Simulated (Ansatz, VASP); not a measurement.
# CaF2: VASP beside Ansatz

```
CELL_PARAMETERS angstrom
0.00000 2.75538 2.75538
2.75538 0.00000 2.75538
2.75538 2.75538 0.00000
ATOMIC_POSITIONS crystal
Ca 0.00000 0.00000 0.00000
F 0.75000 0.75000 0.75000
F 0.25000 0.25000 0.25000
```

The cell was built by a generator and needn't be a form met in nature.

Alike in both runs: task single point; functional PBE; k mesh 8 × 8 × 8; occupations gaussian, width 0.02 eV; no spin polarisation.

|  | VASP | Ansatz |
| --- | --- | --- |
| version | VASP 6.6.1 | Ansatz 0.2.0 |
| potentials or method | VASP PAW PBE potentials, release 64 (Ca_sv, F) | scalar-relativistic, plane waves, PAW |
| plane-wave cutoff (eV) | 520 | 420 |
| valence electrons in the cell | 24 | 24 |

Ansatz gave:

```
gap on the k mesh at the Fermi level (eV) : 7.14
least direct gap on the mesh (eV)         : 7.39
pressure (GPa)                            : 0.0
```

Task: Estimate VASP's values.

Result: gap on the k mesh at the Fermi level (eV): 7.12; least direct gap on the mesh (eV): 7.37; pressure (GPa): 0.2.

A k mesh can miss the band edges.
